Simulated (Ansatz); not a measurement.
Here is an Ansatz 0.2.0 calculation.

Contents of input.yaml:

```yaml
crystal:
  lattice:
    - [0.0, 2.4734634191, 2.4734634191]
    - [2.4734634191, 0.0, 2.4734634191]
    - [2.4734634191, 2.4734634191, 0.0]
  atoms:
    - { symbol: Mn, position: [-0.001491, 0.001682, -0.001987], spin: 3.0 }
    - { symbol: S, position: [0.752496, 0.74596, 0.751199] }
kpoints:
  mp_grid: { grid: [9, 9, 9] }
scf:
  occupations: { method: gaussian, width: 0.05 }
hamiltonian:
  xc: pbesol
  dispersion: d4
  pseudopotentials: { kind: all_electron, lapw: { basis_error: 0.001 } }
  hubbard:
    sites: [{ species: Mn, l: d, u_eff: 3.5 }]
    double_counting: fll
    projectors: ortho-atomic
magnetization:
  spin_polarized: true
  initial_magnetization: 3.0
  spin_locking: { lock_magnetization: hard }
output:
  forces: true
  stress: true
  eigenvalues: true
  hubbard: {}
```

Potentials or basis: all-electron LAPW, scalar-relativistic.

Launch:

```console
$ ansatz run input.yaml --threads 2 --pin off --max-ram 6144MiB --backend cpu --events-out ev --progress --plain --runs-dir out
```

Question: Predict the pressure.

Answer: 20.8 GPa.

Question: Estimate the largest force.

Answer: 0.133 eV/Å.

Stress tensor (GPa, compression positive):
```
20.45 -0.41  0.38
-0.41 21.55 -0.61
 0.38 -0.61 20.46
```

Caveat: the magnetic state may not be the lowest; the total moment is fixed, so each spin has its own Fermi level.
